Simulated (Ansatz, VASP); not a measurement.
# BAs: VASP beside Ansatz

INCAR

```
ALGO     = Normal         # electronic algorithm
EDIFF    = 1E-6           # SCF threshold, eV
ENCUT    = 520            # plane-wave cutoff, eV
GGA      = CA             # functional
ISIF     = 2              # what is computed and relaxed
ISMEAR   = -1             # smearing method
LASPH    = T              # aspherical terms in the spheres
LCHARG   = F              # write CHGCAR
LREAL    = F              # projectors in reciprocal space
LWAVE    = F              # write WAVECAR
NBANDS   = 11             # bands
NELM     = 60             # most SCF steps
PREC     = Accurate       # precision mode
SIGMA    = 0.1            # smearing width, eV
```

KPOINTS

```
k-points
0
Gamma
  17 17 17
```

File POSCAR:

```
BAs
1.0
    0.0000000000      1.8596802768      1.8596802768
    1.8596802768      0.0000000000      1.8596802768
    1.8596802768      1.8596802768      0.0000000000
B As
1 1
Direct
    0.0000000000      0.0000000000      0.0000000000
    0.5000000000      0.5000000000      0.5000000000
```

Input for Ansatz:

```yaml
crystal:
  lattice:
    - [0.0, 1.8596802768, 1.8596802768]
    - [1.8596802768, 0.0, 1.8596802768]
    - [1.8596802768, 1.8596802768, 0.0]
  atoms:
    - { symbol: B, position: [0.0, 0.0, 0.0] }
    - { symbol: As, position: [0.5, 0.5, 0.5] }
kpoints:
  mp_grid: { grid: [17, 17, 17] }
  band_path:
    path:
      - [0.0, 0.0, 0.0]
      - [0.5, 0.0, 0.5]
      - [0.625, 0.25, 0.625]
      - [0.375, 0.375, 0.75]
      - [0.0, 0.0, 0.0]
      - [0.5, 0.5, 0.5]
      - [0.5, 0.25, 0.75]
      - [0.5, 0.0, 0.5]
    npoints: 8
scf:
  occupations: { method: fermi_dirac, width: 0.1 }
hamiltonian:
  xc: lda
  pseudopotentials: { kind: all_electron, lapw: { basis_error: 0.001 } }
output:
  forces: true
  stress: true
  eigenvalues: true
  populations: true
  dos: { projected: true, de: 0.2, e_range: [-14, 8] }
```

Change from the starting cell: volume scaled by 0.55, LAPW.

Alike in both runs: task single point; functional LDA; k mesh 17 × 17 × 17; occupations fermi-dirac, width 0.1 eV; no spin polarisation.

|  | VASP | Ansatz |
| --- | --- | --- |
| version | VASP 6.6.1 | Ansatz 0.2.0 |
| potentials or method | VASP PAW LDA potentials, release 64 (B, As) | all-electron LAPW, scalar-relativistic |
| plane-wave cutoff (eV) | 520 | see its input |

```csv
,VASP,Ansatz,Ansatz less VASP
pressure (GPa),300.5,289.2,-11.29
```

Ansatz ran all-electron here, so the differences hold the error of VASP's frozen core and of both bases.

Caveats: the cell as given lies far from equilibrium; so large a pressure means that the cell lies far from this level's equilibrium, or that cutoff or potentials fall short (VASP).
